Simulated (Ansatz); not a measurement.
PbO2: relaxation of the atoms with Slater exchange only

Crystal: PbO2.

```
Pb O
1.0
    -0.03677    2.61698    2.68322
     2.76081   -0.04333    2.68978
     2.74671    2.60944   -0.02922
Pb O
1 2
Cartesian
  0.0000 0.0000 0.0000
  4.1031 3.8873 4.0078
  1.3677 1.2958 1.3359
```

The cell comes from a database or a generator and needn't be the stable form of this composition.

The cell isn't the ideal one: cell strained at random at fixed volume.

```yaml
Program: Ansatz 0.2.0
Task: relaxation of the atoms
Functional: Slater exchange only
Potentials_or_basis: all-electron LAPW, scalar-relativistic
Basis_error_allowed: 0.002 eV/atom
k_mesh: 7 × 7 × 7
Occupations: fermi-dirac, width 0.1 eV
Spin: collinear spin, random start
Starting_moments: "[0.48, 0.0, 0.0] μB"
Search_for_lower_states: off
```

The energy gained by relaxing is 0.1 meV/atom. The ionic steps are 2 and the pressure after relaxing is -1.8 GPa. The largest force after relaxing is 0.006 eV/Å, the net moment is 0.00 μB per cell and the absolute moment is 0.00 μB per cell.

Forces on the atoms (eV/Å):
```
Pb   0.000  0.000  0.000
O   -0.003  0.005  0.002
O    0.003 -0.005 -0.002
```

Stress tensor (GPa, compression positive):
```
-7.71  0.07  0.02
 0.07  3.73  0.08
 0.02  0.08 -1.32
```

Step by step:
| step | energy change (eV) | largest force (eV/Å) |
| --- | --- | --- |
| 1 | 0.0000 | 0.0395 |
| 2 | -0.0002 | 0.0062 |

Final structure:
```cif
data_structure
_symmetry_space_group_name_H-M 'P 1'
_symmetry_Int_Tables_number 1
_cell_length_a 3.7483
_cell_length_b 3.8547
_cell_length_c 3.7887
_cell_angle_alpha 59.595
_cell_angle_beta 62.080
_cell_angle_gamma 61.011
_cell_volume 39.45
loop_
_atom_site_label
_atom_site_type_symbol
_atom_site_fract_x
_atom_site_fract_y
_atom_site_fract_z
_atom_site_occupancy
Pb1 Pb 0.00000 0.00000 0.00000 1
O1 O 0.74905 0.74971 0.75000 1
O2 O 0.25095 0.25029 0.25000 1
```

It took 2.3 min on 2 threads of Arm Neoverse V1 (shared host), peak memory 1.1 GiB.

Caveat: the starting moments weren't kept. The run has no spin-orbit coupling, so splittings on Pb are missing.
